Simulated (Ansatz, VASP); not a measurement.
Two plane-wave programs on KCl

Contents of POSCAR:

```
KCl
1.0
    3.7711682906      0.0000000000      0.0000000000
    0.0000000000      3.7711682906      0.0000000000
    0.0000000000      0.0000000000      3.9872562336
K Cl
1 1
Direct
    0.0000000000      0.0000000000      0.0000000000
    0.5000000000      0.5000000000      0.5000000000
```

Contents of INCAR.step1:

```
SYSTEM = KCl
ALGO = Normal
EDIFF = 1E-4
ENCUT = 520
GGA = PE
ISMEAR = 0
LASPH = .TRUE.
LCHARG = .FALSE.
LREAL = .FALSE.
LWAVE = .TRUE.
NBANDS = 15
NELM = 60
PREC = Accurate
SIGMA = 0.01
```

INCAR.step2

```
SYSTEM = KCl
ALGO = Normal
EDIFF = 1E-7
ENCUT = 520
ISIF = 2
ISMEAR = 0
ISTART = 1
LASPH = .TRUE.
LCHARG = .TRUE.
LELF = .TRUE.
LMIXTAU = .TRUE.
LREAL = .FALSE.
LVHAR = .TRUE.
LWAVE = .FALSE.
METAGGA = R2SCAN
NBANDS = 15
NELM = 60
PREC = Accurate
SIGMA = 0.01
```

Contents of KPOINTS:

```
k-points
0
G
  8 8 8
  0 0 0
```

Input for Ansatz:

```yaml
crystal:
  lattice:
    - [3.7711682906, 0.0, 0.0]
    - [0.0, 3.7711682906, 0.0]
    - [0.0, 0.0, 3.9872562336]
  atoms:
    - { symbol: K, position: [0.0, 0.0, 0.0] }
    - { symbol: Cl, position: [0.5, 0.5, 0.5] }
kpoints:
  mp_grid: { grid: [8, 8, 8] }
  band_path:
    path: [[0.0, 0.0, 0.0], [0.0, 0.5, 0.0], [0.5, 0.5, 0.0], [0.5, 0.5, 0.5]]
    npoints: 1
hamiltonian:
  xc: r2scan
scf:
  occupations: { method: fixed }
  n_extra_bands: 4
output:
  forces: true
  stress: true
  eigenvalues: true
  write_density: true
  write_potential: true
  elf: true
  volumetric_format: npy
```

Change from the starting cell: uniaxial_z strain +5.7%.

Alike in both runs: task single point; functional r2SCAN; k mesh 8 × 8 × 8; no spin polarisation.

```csv
,VASP,Ansatz
version,VASP 6.6.1,Ansatz 0.2.0
potentials or method,"VASP PAW PBE potentials, release 64 (K_sv, Cl)","plane waves, PAW"
plane-wave cutoff (eV),520,500
occupations,"gaussian, width 0.01 eV",fixed
valence electrons in the cell,16,16
```

Ansatz gave:

```
gap on the k mesh at the Fermi level (eV)       : 5.40
pressure (GPa)                                  : -1.1
largest component of the traceless stress (GPa) : 1.64
```

Estimate VASP's values.

gap on the k mesh at the Fermi level (eV): 5.41; pressure (GPa): -1.2; largest component of the traceless stress (GPa): 1.64.

Caveats: the PAW data sets were made with another functional, which shifts forces and pressure a little (VASP). A k mesh can miss the band edges.
